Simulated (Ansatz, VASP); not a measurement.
# Cross-check of KBr between VASP and Ansatz

Wanted: the spread between two codes on one cell, functional and k mesh.

Calculated with Ansatz 0.2.0; plane waves, with VASP 6.6.1 beside it; single point at PBEsol.

**1. The structure**

It takes space group Fm-3m (No. 225, cubic). Conventional cell: a = 6.600 Å, b = 6.600 Å, c = 6.600 Å, α = 90.00°, β = 90.00°, γ = 90.00°. Br has 6 K at 3.30 Å nearest. K has 6 Br at 3.30 Å nearest. Farther neighbours and most contacts between anions are not listed.

**2. Ansatz: single point, PBEsol**

Ansatz runs on its default PAW (the set named soft_2) files.

A single point gives forces, pressure and levels at one fixed geometry, so differences don't come from the geometry; what else differs is listed under the comparison.

Contents of input.yaml:

```yaml
crystal:
  lattice:
    - [0.0, 3.3, 3.3]
    - [3.3, 0.0, 3.3]
    - [3.3, 3.3, 0.0]
  atoms:
    - { symbol: Br, position: [0.5, 0.5, 0.5] }
    - { symbol: K, position: [0.0, 0.0, 0.0] }
hamiltonian:
  xc: pbesol
  pseudopotentials: { kind: paw }
kpoints:
  mp_grid: { grid: [6, 6, 6] }
scf:
  occupations: { method: gaussian, width: 0.05 }
  n_extra_bands: 4
output:
  forces: true
  stress: true
  eigenvalues: true
```

Started as:

```bash
$ ansatz run input.yaml --threads 2 --pin off --max-ram 4608MiB --backend cpu --events-out ev --progress --plain --runs-dir out
```

Numbers of over 12 decimals in the logs are rounded to 6 here.

The program printed:

```text
scf.n_extra_bands = 4 over 8 filled bands (N_el = 16.0): the run solves 12 bands
Engine: ansatz 0.2.0, x86_64-unknown-linux-gnu
Pseudopotentials: kind: paw
Pseudopotential: Br, paw, valence charge 7, recommended cutoff 420 eV (normal), Br.paw.azcp
Pseudopotential: K, paw, valence charge 9, recommended cutoff 420 eV (normal), K.paw.azcp
Functional definition: PBEsol
  exchange = pbesol_x
  correlation = pbesol_c
Crystal: 2 atoms, lattice volume = 71.874 Å³
Basis set: ecut = 420 eV, 1411 PW (Γ), exchange–correlation on 64×64×64 points (8 copies of the dense FFT grid, shifted against one another)
Bands: 12, of which v1, the nominal top of the filled ones, is band 8 counted from 1 (7 counted from 0)
Symmetry: 48 space group operations
Space group: Fm-3m (ITA 225), of the structure as read, at distance tolerance 4.2e-5 Å
k-points: 16 of 216
Non-local potential: Br, projectors of the file, l = 0: 2, l = 1: 2, l = 2: 2
Non-local potential: K, projectors of the file, l = 0: 3, l = 1: 2, l = 2: 2
PAW form: soft (Blöchl's): semilocal exchange-correlation on the pseudo side does not see the compensation charge
PAW frozen core: Br, regenerated for the run's functional, and the local potential with it (the file was generated under x = pbe(κ = 0.804, μ = 0.219515), c = pbe(β = 0.066725))
PAW frozen core: K, regenerated for the run's functional, and the local potential with it (the file was generated under x = pbe(κ = 0.804, μ = 0.219515), c = pbe(β = 0.066725))
PAW one-centre angular grid: Br, 110 points (default); XC on 64 Gauss nodes
PAW one-centre angular grid: K, 110 points (default); XC on 64 Gauss nodes
Initial density: superposition of atomic densities (neutral atoms: chi_scale 0, normalization atom), corrected by the library's trained network
Initial wavefunctions: pseudopotential atomic-orbital guess
Functional: x = pbesol(κ = 0.804, μ = 0.123457), c = pbesol(β = 0.046)
SCF iter   1: F=—  HF=-4255.983577 eV  |F-HF|=—  |Δ(HF+E_count)|=         —  Δρ=1.96e-3  dr2=2.79e-3  ethr=1.77e-3  ⟨swp⟩=6.4  Hψ=1281  notcnv=0
preconditioner: auto → none  [insulator: Δε(μ)=4.259 eV  Ē_g=14.623 eV  σ=0.050 eV  W_gap=1.00  n_scr=14 (ndim 8)  ℏωp=16.4 eV  f_vac=0.056  D(μ)=0.00/eV (n_scr^D=0)  ε∞_Penn≈2.3]
SCF iter   2: F=—  HF=-4255.982520 eV  |F-HF|=—  |Δ(HF+E_count)|=   1.06e-3  Δρ=7.67e-4  dr2=2.56e-4  ethr=1.74e-5  ⟨swp⟩=2.4  Hψ=469  notcnv=0
SCF iter   3: F=—  HF=-4255.982514 eV  |F-HF|=—  |Δ(HF+E_count)|=   5.59e-6  Δρ=2.07e-4  dr2=1.30e-5  ethr=1.60e-6  ⟨swp⟩=2.0  Hψ=295  notcnv=0
SCF iter   4: F=—  HF=-4255.982519 eV  |F-HF|=—  |Δ(HF+E_count)|=   4.47e-6  Δρ=5.17e-5  dr2=3.50e-6  ethr=8.12e-8  ⟨swp⟩=2.0  Hψ=304  notcnv=0
iter 5 did not close the SCF: its close was put off for the readings that it lacked (scf_convergence_deferred on its scf_iter line)
SCF iter   5: F=-4255.982518 eV  HF=-4255.982518 eV  |F-HF|=1.91e-8  |Δ(HF+E_count)|=   1.20e-6  Δρ=7.60e-6  dr2=5.69e-8  ethr=2.18e-8  ⟨swp⟩=2.0  Hψ=244  notcnv=0
SCF iter   6: F=-4255.982518 eV  HF=-4255.982518 eV  |F-HF|=5.21e-9  |Δ(HF+E_count)|=   6.88e-9  Δρ=2.53e-6  dr2=6.63e-9  ethr=3.55e-10  ⟨swp⟩=3.2  Hψ=778  notcnv=0
SCF 1 converged in 6 iterations: F = -4255.982518 eV  dr2 = 6.63e-9
  greatest PAW one-centre occupation: 0.987 electrons in one spin orbital (limit 2), on the K atom at site 1 (counted from 0), in its partial waves of l = 0
SCF converged after 6 iterations
Free energy (F): -4255.982518 eV
Harris-Foulkes:  -4255.982518 eV  (|F-HF|=5.21e-9)
Internal energy: -4255.982518 eV  (E = F + TS)
E sigma→0 (E₀):  -4255.982518 eV
Fermi energy:    3.121069 eV
--- Per-component energies (eV) ---
  E_band       = -134.121247
  E_kinetic    = 387.822863
  E_local      = -838.936189  (includes V_loc(G=0)·N_el)
  E_nonlocal   = 84.006920
  E_hartree    = 271.119686
  E_xc         = -395.678103
  E_vxc        = -268.336944  (∫ρ·V_xc dr)
  E_paw        = -2964.532001  (= ΣΔE_a)
  E_vpaw       = -40.916799  (= ΣTr[D̂ρ^β])
  E_aug_tail   = -0.000004  (compensation charges beyond the density's cutoff)
  E_ewald      = -799.985846
  E_core_change = 0.200155  (= ΣΔE_core)
  E_smearing   = -0.000000  (= −TS)
  E_closure    = 0.000000  (closes the sum)
  Σ components = -4255.982518   (vs F -4255.982518, Δ=0.00e0)
--- Forces (eV/Å), atoms counted from 1 ---
  atom   1  Br     0.00000000    -0.00000000    -0.00000000
  atom   2  K     -0.00000000    -0.00000000    -0.00000000
  max |Σ_I F_I| component: 4.34e-30 eV/Å
--- Stress (GPa, compression-positive) ---
       -0.328839       0.000000       0.000000
        0.000000      -0.328839      -0.000000
       -0.000000      -0.000000      -0.328839
  P = ⅓ Tr σ = -0.3288 GPa (-3.288 kbar)
--- Band table (eV; the first three rows and the last of 16) ---
  k-point 0: bands = [... 4 lower, -10.1744, 0.9799, 0.9799, 0.9799, 5.2616, 8.5126, 8.5126, 8.5126]
  k-point 1: bands = [... 4 lower, -10.1117, 0.6026, 0.8893, 0.8893, 5.9263, 8.3534, 8.8381, 8.8381]
  k-point 2: bands = [... 4 lower, -9.9967, 0.0175, 0.7194, 0.7194, 7.0343, 8.5921, 9.7062, 9.7062]
  k-point 15: bands = [... 4 lower, -10.1165, 0.2566, 0.4934, 0.5218, 7.4644, 8.8081, 9.1566, 10.1416]
```

Run time: 1.8 s. Hardware: 2 threads of AMD EPYC 7B13 (Zen 3), shared host; peak memory 0.36 GiB; 2.2 s of CPU time.

In the SCF lines HF is the Harris–Foulkes energy and dr2 the Hartree energy of the density residual, in eV; the loop may stop once dr2 is under the threshold and the program's other checks hold. Hψ counts applications of the Hamiltonian.

The run ends at a pressure of -0.33 GPa.

**3. VASP: single point, PBEsol**

The same cell, functional, mesh and smearing now go to VASP, with its own data sets and cutoff.

Lines of VASP's logs that name or quote its potential files are left out, and so is its time.

Contents of INCAR:

```
SYSTEM = KBr
PREC = Accurate
ENCUT = 400
EDIFF = 1E-05
NELM = 100
ISMEAR = 0
SIGMA = 0.05
LREAL = .FALSE.
ALGO = Normal
GGA = PS
NBANDS = 14
LORBIT = 11
LWAVE = .FALSE.
LCHARG = .FALSE.
KPAR = 4
```

Contents of POSCAR:

```
KBr
1.0
    0.0000000000      3.3000000000      3.3000000000
    3.3000000000      0.0000000000      3.3000000000
    3.3000000000      3.3000000000      0.0000000000
Br K
1 1
Direct
    0.5000000000      0.5000000000      0.5000000000
    0.0000000000      0.0000000000      0.0000000000
```

Contents of KPOINTS:

```
Automatic mesh
0
Gamma
6 6 6
0 0 0
```

The projector-augmented-wave data sets are Br and K_sv (PBE family, release 64).

Started as:

```bash
$ mpirun -np 4 vasp_std
```

The program printed:

```text
[banner, memory and clock lines left out]
running    4 mpi-ranks, on    1 nodes
 distrk:  each k-point on    1 cores,    4 groups
 distr:  one band on    1 cores,    1 groups

 POSCAR found type information on POSCAR BrK
 POSCAR found :  2 types and       2 ions
|                                                                             |
|               ----> ADVICE to this user running VASP <----                  |
|                                                                             |
|     You enforced a specific xc type in the INCAR file but a different       |
|     [... a line on the potential file left out ...]
|     I HOPE YOU KNOW WHAT YOU ARE DOING!                                     |
|                                                                             |

 LDA part: xc-table for (Slater+PW92), standard interpolation
 POSCAR, INCAR and KPOINTS ok, starting setup
 FFT: planning ... GRIDC
 FFT: planning ... GRID_SOFT
 FFT: planning ... GRID
 WAVECAR not read
 entering main loop
       N       E                     dE             d eps       ncg     rms          rms(c)
DAV:   1     0.861184742354E+02    0.86118E+02   -0.59920E+03   448   0.818E+02
DAV:   2    -0.103027623693E+01   -0.87149E+02   -0.82590E+02   578   0.215E+02
DAV:   3    -0.641920015101E+01   -0.53889E+01   -0.53653E+01   600   0.490E+01
DAV:   4    -0.662236736914E+01   -0.20317E+00   -0.20311E+00   682   0.867E+00
DAV:   5    -0.662418170659E+01   -0.18143E-02   -0.18143E-02   588   0.882E-01    0.306E+00
DAV:   6    -0.646318115541E+01    0.16100E+00   -0.22397E-01   538   0.240E+00    0.228E+00
DAV:   7    -0.645025659880E+01    0.12925E-01   -0.99562E-02   580   0.173E+00    0.110E+00
DAV:   8    -0.645758404072E+01   -0.73274E-02   -0.11554E-02   546   0.798E-01    0.146E-01
DAV:   9    -0.645795608740E+01   -0.37205E-03   -0.49349E-04   608   0.124E-01    0.819E-02
DAV:  10    -0.645836016964E+01   -0.40408E-03   -0.48400E-04   454   0.128E-01    0.278E-02
DAV:  11    -0.645836189276E+01   -0.17231E-05   -0.11147E-05   546   0.181E-02
   1 F= -.64583619E+01 E0= -.64583619E+01  d E =-.223752E-22
```

Parts of OUTCAR (step 3):

```text
ion  position               nearest neighbor table
   1  0.500  0.500  0.500-   2 3.30   2 3.30   2 3.30   2 3.30   2 3.30   2 3.30
   2  0.000  0.000  0.000-   1 3.30   1 3.30   1 3.30   1 3.30   1 3.30   1 3.30

  LATTYP: Found a face centered cubic cell.
 ALAT       =     6.6000000000

 Subroutine GETGRP returns: Found 48 space group operations
 (whereof 48 operations were pure point group operations)

The static configuration has the point symmetry O_h .

 Found     16 irreducible k-points:

   k-points           NKPTS =     16   k-points in BZ     NKDIM =     16   number of bands    NBANDS=     14

   dimension x,y,z NGX =    30 NGY =   30 NGZ =   30
   dimension x,y,z NGXF=    60 NGYF=   60 NGZF=   60

   ENCUT  =  400.0 eV  29.40 Ry    5.42 a.u.   7.61  7.61  7.61*2*pi/ulx,y,z

   NELECT =      16.0000    total number of electrons

 k-points in reciprocal lattice and weights: Automatic mesh
   0.00000000  0.00000000  0.00000000       0.005
   0.16666667  0.00000000  0.00000000       0.037
   0.33333333  0.00000000  0.00000000       0.037
   0.50000000  0.00000000  0.00000000       0.019
   0.16666667  0.16666667  0.00000000       0.028
   0.33333333  0.16666667  0.00000000       0.111
   0.50000000  0.16666667  0.00000000       0.111
  -0.33333333  0.16666667  0.00000000       0.111
  -0.16666667  0.16666667  0.00000000       0.056
[...]
-0.33333333  0.33333333  0.16666667       0.111
  -0.33333333  0.50000000  0.16666667       0.056

 average (electrostatic) potential at core
       1 -64.8460       2 -36.6351

 E-fermi :  -1.4933

 k-point     1 :       0.0000    0.0000    0.0000
  band No.  band energies     occupation
    ...
      4     -12.9806      2.00000
      5     -12.9806      2.00000
      6      -1.8261      2.00000
      7      -1.8261      2.00000
      8      -1.8261      2.00000
      9       2.4500      0.00000
     10       5.7018      0.00000
     11       5.7018      0.00000
     12       5.7018      0.00000
     13       6.5408      0.00000
    ...

 k-point     2 :       0.1667    0.0000    0.0000
  band No.  band energies     occupation
    ...
      4     -12.9820      2.00000
      5     -12.9176      2.00000
      6      -2.2046      2.00000
      7      -1.9168      2.00000
      8      -1.9168      2.00000
      9       3.1153      0.00000
     10       5.5427      0.00000
     11       6.0290      0.00000
     12       6.0290      0.00000
     13       6.9007      0.00000
    ...

 k-point     3 :       0.3333    0.0000    0.0000
  band No.  band energies     occupation
    ...
      4     -12.9849      2.00000
      5     -12.8022      2.00000
      6      -2.7907      2.00000
      7      -2.0867      2.00000
      8      -2.0867      2.00000
      9       4.2242      0.00000
     10       5.7826      0.00000
     11       6.9038      0.00000
     12       6.9038      0.00000
     13       7.8043      0.00000
    ...

  Total       -0.1458585     -0.1458585     -0.1458585      0.0000000     -0.0000000      0.0000000
  in kB       -3.2514013     -3.2514013     -3.2514013      0.0000000     -0.0000000      0.0000000
  external PRESSURE =      -3.2514013 kB  Pullay stress =       0.0000000 kB

  energy-cutoff  :      400.00
  volume of cell :       71.87
      direct lattice vectors                 reciprocal lattice vectors
     0.000000000  3.300000000  3.300000000    -0.151515152  0.151515152  0.151515152
     3.300000000  0.000000000  3.300000000     0.151515152 -0.151515152  0.151515152
     3.300000000  3.300000000  0.000000000     0.151515152  0.151515152 -0.151515152

 POSITION                                       TOTAL-FORCE (eV/Angst)
 -----------------------------------------------------------------------------------
      3.30000      3.30000      3.30000        -0.000000     -0.000000     -0.000000
      0.00000      0.00000      0.00000         0.000000      0.000000      0.000000
 -----------------------------------------------------------------------------------
    total drift:                               -0.000000      0.000000      0.000000

  FREE ENERGIE OF THE ION-ELECTRON SYSTEM (eV)
  ---------------------------------------------------
  free  energy   TOTEN  =        -6.4583618928 eV

  energy  without entropy=       -6.4583618928  energy(sigma->0) =       -6.45836189

 total charge
# of ion       s       p       d       tot
------------------------------------------
    1        1.592   3.282   0.001   4.874
    2        1.956   5.566   0.025   7.546
--------------------------------------------------
tot          3.548   8.847   0.026  12.421

[... 3 further parts left out ...]
```

The gap is read on the k-mesh alone, so it is an upper bound where the band edges lie off the mesh.

**4. Side by side**

Known differences besides the potentials themselves: the cutoff is 420 eV in Ansatz and 400 eV in VASP; Ansatz makes its cores anew for this functional, VASP keeps those of its PBE data sets; VASP leaves aspherical gradient terms in its spheres out (LASPH is not set), Ansatz keeps them. Total energies have different zeros and are not compared.

Compared:

| quantity | Ansatz | VASP | difference |
| --- | --- | --- | --- |
| pressure (GPa) | -0.33 | -0.33 | 0.00 |
| gap on the k mesh (eV) | 4.282 | 4.276 | +0.006 |

A gap on the mesh is an upper bound, since the band edges may lie between its points. Ansatz's pressure holds a Pulay correction of 0.01 GPa; VASP's holds none.

**5. Results**

| Item | Value |
| --- | --- |
| difference in gap on the k mesh (single point, PBEsol) | 0.0055 eV |

In words: The difference in gap on the k mesh is 0.0055 eV (single point, PBEsol), within the 0.08 eV picked in this series as the mark of a large difference. How closely two codes agree says nothing of how well the functional describes the real material.

[Lines on the potential files, build, host, timing and source positions are cut from VASP's logs without a mark.]

[Logs are printed without paths, hosts, clocks, repeated set-up lines and the standing remarks that a program may print on its own settings, such as how far it seeks lower states.]

[Hosts, paths, dates, database ids (printed as entryN), source tags and the programs' standing remarks are cut or masked in the printed files.]
